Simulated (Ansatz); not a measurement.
Zr: one input, then a changed one

Structure from Materials Project entry mp-131 (possibly hypothetical), not relaxed further. The listed cell was then made from it by scaling, straining or moving an atom.

First run: DFT, PBE, all-electron PAW with datasets made for the crystal, scalar-relativistic (Ansatz 0.2.0).

Command: `ansatz run input.yaml --threads 1 --pin off --max-ram 2048MiB --backend cpu --events-out ev --progress --plain --runs-dir out` The run took 47 s on 1 thread of Arm Neoverse V2, on a shared host.

```yaml
crystal:
  lattice:
    - [3.2392314131, -0.0647846283, -0.0647846283]
    - [-1.6757208404, 2.8376490066, -0.0237128197]
    - [-0.1034444, -0.1034444, 5.17222]
  atoms:
    - { symbol: Zr, position: [0.3333333333, 0.6666666667, 0.25] }
    - { symbol: Zr, position: [0.6666666667, 0.3333333333, 0.75] }
kpoints:
  mp_grid: { grid: [12, 12, 7] }
scf:
  occupations: { method: fermi_dirac, width: 0.05 }
hamiltonian:
  xc: pbe
  pseudopotentials: { kind: all_electron, datasets: crystal }
output:
  forces: true
  stress: true
  eigenvalues: true
  efg: { contact_densities: true }
```

Result: converged; pressure -0.32 GPa; largest force 0.087 eV/Å; no gap on the k mesh; 7 SCF iterations.

A second run of a changed input logged this at its end:

```
Error: YAML parse error: error: line 13 column 3: unknown field `NELM`, expected one of max_iter, algorithm, n_extra_bands, self_checks, convergence, lower_state_search, omitted_lower_state_checks, lower_solution_reach, mixing, occupations, eigensolver, initial_density, exx
  --> <input>:13:3
   |
11 | scf:
12 |   occupations: { method: fermi_dirac, width: 0.05 }
13 |   NELM: 60
   |   ^ unknown field `NELM`, expected one of max_iter, algorithm, n_extra_bands, self_checks, convergence, lower_state_search, omitted_lower_state_checks, lower_solution_reach, mixing, occupations, eigensolver, initial_density, exx
14 |   max_iter: 60
15 | hamiltonian:
   |
```

Q: What was wrong with the input?

A: A keyword of another program, by this change (others could give a like log):
```diff
@@ -11,4 +11,6 @@
 scf:
   occupations: { method: fermi_dirac, width: 0.05 }
+  NELM: 60
+  max_iter: 60
 hamiltonian:
   xc: pbe
```
